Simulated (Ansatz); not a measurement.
(001) slab cut from the bulk of Ta₂C, P-3m1 (No. 164); the slab's formula is Ta2C:

```yaml
crystal:
  lattice:
    - [3.11016, 0.00000, 0.00000]
    - [-1.55508, 2.69348, 0.00000]
    - [0.00000, 0.00000, 27.39097]
  atoms:
    - { symbol: Ta, position: [0.66667, 0.33333, 0.27381] }
    - { symbol: C, position: [0.00000, 0.00000, 0.31956] }
    - { symbol: Ta, position: [0.33333, 0.66667, 0.36532] }
    - { symbol: Ta, position: [0.66667, 0.33333, 0.45425] }
    - { symbol: C, position: [0.00000, 0.00000, 0.50000] }
    - { symbol: Ta, position: [0.33333, 0.66667, 0.54575] }
    - { symbol: Ta, position: [0.66667, 0.33333, 0.63468] }
    - { symbol: C, position: [0.00000, 0.00000, 0.68044] }
    - { symbol: Ta, position: [0.33333, 0.66667, 0.72619] }
```

Computed with DFT r2SCAN, scalar-relativistic, plane waves, PAW (Ansatz). Cutoff 500 eV; k points 12×12×1 on the computed 9-atom cell (Γ-centred); Gaussian smearing, width 0.10 eV; no spin polarisation. The cell repeats along c with a dipole correction in the vacuum.

Q: What forces act on the atoms?

A:
| atom | Fx (eV/Å) | Fy (eV/Å) | Fz (eV/Å) |
| --- | --- | --- | --- |
| Ta1 | 0.000 | 0.000 | 0.609 |
| C2 | 0.000 | 0.000 | -0.195 |
| Ta3 | 0.000 | 0.000 | -0.597 |
| Ta4 | 0.000 | 0.000 | 0.291 |
| C5 | 0.000 | 0.000 | 0.000 |
| Ta6 | 0.000 | 0.000 | -0.291 |
| Ta7 | 0.000 | 0.000 | 0.597 |
| C8 | 0.000 | 0.000 | 0.195 |
| Ta9 | 0.000 | 0.000 | -0.609 |

Spin–orbit coupling is left out, which can shift energies with elements as heavy as these.

Cost: 1 run of about 0.47 core-minutes, on Intel Xeon 6975P-C (Granite Rapids) (shared hosts).